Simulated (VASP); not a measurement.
# A VASP 6.6.1 single-point calculation on HgTe

INCAR

```
SIGMA = 0.02
NSW = 0
LREAL = .FALSE.
NBANDS = 16
LDAUL = 2 -1
LDAU = .TRUE.
LDAUJ = 0 0
LDAUTYPE = 2
LMAXMIX = 4
ISMEAR = -1
NELM = 120
PREC = Accurate
IBRION = -1
GGA = PE
EDIFF = 1E-7
ISIF = 2
LASPH = .TRUE.
LDAUU = 5.0 0
ENCUT = 520
LWAVE = .FALSE.
LCHARG = .FALSE.
```

KPOINTS

```
KPOINTS created by Atomic Simulation Environment
0
Monkhorst-Pack
6 6 6
0 0 0
```

POSCAR

```
Hg Te
 1.0000000000000000
     0.0000000000000000    3.1904831496999999    3.1904831496999999
     3.1904831496999999    0.0000000000000000    3.1904831496999999
     3.1904831496999999    3.1904831496999999    0.0000000000000000
 Hg  Te
   1   1
Cartesian
  0.0000000000000000  0.0000000000000000  0.0000000000000000
  1.5952415748500004  1.5952415748500004  1.5952415748500004
```

The recommended PBE PAW datasets give the neutral cell 18 valence electrons.

Command

```
mpirun -np 1 vasp_std
```

**Question.** Predict the outcome of this run.

**Answer.** It converged. Results: gap between bands v and c on the k mesh 0.78 eV; least direct gap on the k mesh 0.78 eV; pressure 5.5 GPa. Band v is the last that the valence electrons fill when counted band by band, and c is the next.

OSZICAR

```
N       E                     dE             d eps       ncg     rms          rms(c)
DAV:   1     0.109140758508E+03    0.10914E+03   -0.83208E+03   904   0.978E+02
DAV:   2     0.128006998190E+01   -0.10786E+03   -0.10318E+03  1064   0.224E+02
DAV:   3    -0.260589679249E+01   -0.38860E+01   -0.38813E+01  1136   0.471E+01
DAV:   4    -0.264006063461E+01   -0.34164E-01   -0.34162E-01  1336   0.410E+00
DAV:   5    -0.264012056935E+01   -0.59935E-04   -0.59935E-04  1168   0.166E-01    0.118E+01
DAV:   6    -0.248650532042E+01    0.15362E+00   -0.37101E-01  1032   0.748E+00    0.764E+00
DAV:   7    -0.249748028746E+01   -0.10975E-01   -0.12757E-01  1016   0.269E+00    0.195E+00
DAV:   8    -0.249799821092E+01   -0.51792E-03   -0.25740E-02   936   0.182E+00    0.689E-01
DAV:   9    -0.249829878587E+01   -0.30057E-03   -0.13707E-03  1168   0.321E-01    0.244E-01
DAV:  10    -0.249838124613E+01   -0.82460E-04   -0.17580E-04  1152   0.137E-01    0.578E-02
DAV:  11    -0.249839054508E+01   -0.92990E-05   -0.52856E-05  1064   0.679E-02    0.199E-02
DAV:  12    -0.249839074975E+01   -0.20467E-06   -0.59324E-06   992   0.223E-02    0.118E-02
DAV:  13    -0.249839127759E+01   -0.52784E-06   -0.20486E-06  1064   0.119E-02    0.175E-03
DAV:  14    -0.249839135987E+01   -0.82283E-07   -0.16822E-07  1168   0.321E-03
   1 F= -.24983914E+01 E0= -.24983914E+01  d E =-.745585E-10
```

The shifted mesh misses Γ, so a band edge there is missed.

For comparison, a separate PBE run of the intended cell, on usual settings and not on those above, gives a gap of 0.00 eV on its mesh and a pressure of 6.0 GPa.
